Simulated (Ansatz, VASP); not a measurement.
Two plane-wave programs on Rb

```
Rb
1.0
     4.54800    0.00000    0.00000
     0.00000    4.54800    0.00000
     0.00000    0.00000    4.54800
Rb
1
Direct
  0.00000 0.00000 0.00000
```

Alike in both runs: functional PBEsol; k mesh 9 × 9 × 9; occupations fermi-dirac, width 0.1 eV; no spin polarisation.

Ansatz relaxed the structure, and its values are those at the end. VASP's run is a single point on that final structure, the one shown.

|  | VASP | Ansatz |
| --- | --- | --- |
| version | VASP 6.6.1 | Ansatz 0.2.0 |
| potentials or method | VASP PAW PBE potentials, release 64 (Rb_sv) | PAW with Ansatz's default frozen-core files, scalar-relativistic |
| plane-wave cutoff (eV) | 520 | 420 |
| valence electrons in the cell | 9 | 9 |

|  | VASP | Ansatz | Ansatz less VASP |
| --- | --- | --- | --- |
| pressure (GPa) | 0.0 | 0.0 | 0.00 |

With one functional, cell and mesh, what is left measures potentials, basis and numerics.

Caveats: the PAW data sets were made with another functional, which shifts forces and pressure a little (VASP).
